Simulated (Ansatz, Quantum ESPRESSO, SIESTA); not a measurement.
One calculation of Te2Mo, 3 ways

```
CELL_PARAMETERS angstrom
6.36161 0.00000 0.00000
0.00000 3.48040 0.00000
-0.08574 0.00000 36.17589
ATOMIC_POSITIONS crystal
Te 0.42925 0.75000 0.54070
Te 0.57075 0.25000 0.45930
Te 0.92085 0.25000 0.55653
Te 0.07915 0.75000 0.44347
Mo 0.18135 0.25000 0.49747
Mo 0.81865 0.75000 0.50253
```

The cell is a database's computed one, not the measured one.

The cell holds a layer with vacuum beside it, so values per volume hang on the cell's height.

Alike in all runs: task band structure; functional PBEsol; k mesh 4 × 8 × 1; occupations fermi-dirac, width 0.05 eV; no spin polarisation; no spin-orbit coupling.

| program and potentials | plane-wave cutoff (eV) | notes | largest force (eV/Å) |
| --- | --- | --- | --- |
| Ansatz, all-electron LAPW, scalar-relativistic | - | - | ? |
| SIESTA, files PseudoDojo sr-pbesol-0.4.1-standard, DZP (energy shift 0.003 Ry; two zetas on semicore shells) | - | atomic basis; 15.33 valence electrons an atom on average | 0.404 |
| Quantum ESPRESSO, GBRV 1.5 PBEsol | 612 | 8.67 valence electrons an atom on average | 0.178 |

Problem. Estimate from the other rows what the run with Ansatz, all-electron LAPW, scalar-relativistic gave.

Solution. Largest force 0.248 eV/Å. The other rows, which needn't bracket it: largest force 0.178 to 0.404.
